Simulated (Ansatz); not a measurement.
SnO: energy along a strain

SnO, P4/nmm, a = 3.802 Å, c = 4.836 Å (as given, not relaxed at this level: -0.1 GPa, forces to 0.06 eV/Å). Ansatz: PBEsol, PAW, 420 eV, Γ-centred 12×12×10 mesh on 4 atoms, Gaussian smearing 0.15 eV; no spin polarisation. Cell vectors (Å): 3.802 0.000 0.000; 0.000 3.802 0.000; 0.000 0.000 4.836. The cell is strained by x per cent times the pattern (0 0 0 0 0 1) in the order xx yy zz yz xz xy (engineering shears), with fractional coordinates held. y is the free energy over the start, V0 = 17.476 Å³/atom. Symmetry makes y even in x.

```
x (%) y (meV/atom)
-4.00          7.31
-2.00          1.83
 0.00          0.00
 0.50          0.12
 1.00          0.46
 1.50          1.03
 2.50          2.85
 3.00             ?
 3.50          5.59
```

Problem. Fit y = c2 x² + c4 x⁴ to the other rows, get the stiffness along the pattern, and predict the missing energy.

Solution. Least squares on the rows shown. y = 0.4564 x² + 2.201×10⁻⁵ x⁴. The clamped-ion stiffness p·C·p = 2 × 4.564 eV × 160.2 / 17.476 Å³ = 84 GPa, which is C66 in these axes (second derivative at the start, which stands under stress). At x = 3.00 the fit asked for gives 4.11 meV/atom. The run gave 4.10 meV/atom, so the fit is 0.01 meV/atom too high, a small miss on the scale of the series.

The energy rises almost purely quadratically over the whole range, so the in-plane shear response, with a stiffness of 84 GPa, is essentially harmonic. The quartic contribution is comparable to the rounding of the energies even at the largest strain, so neither its size nor its sign carries physical weight.

In the litharge structure, the in-plane projections of the Sn–O bonds run along the cell axes. This shear therefore leaves the bond lengths unchanged to first order and instead opens and closes O–Sn–O and Sn–O–Sn angles. The resistance thus probably comes mainly from bond bending and from repulsion between like ions along the cell diagonals, rather than from Sn–O stretching.

Symmetry also allows no internal displacement linear in this shear. Holding the fractional coordinates should therefore cost little here, apart from a small effect of the unrelaxed starting Sn height. The curve says nothing about how easily the layers slide or compress against each other, where the weak contacts between Sn lone-pair faces matter most.
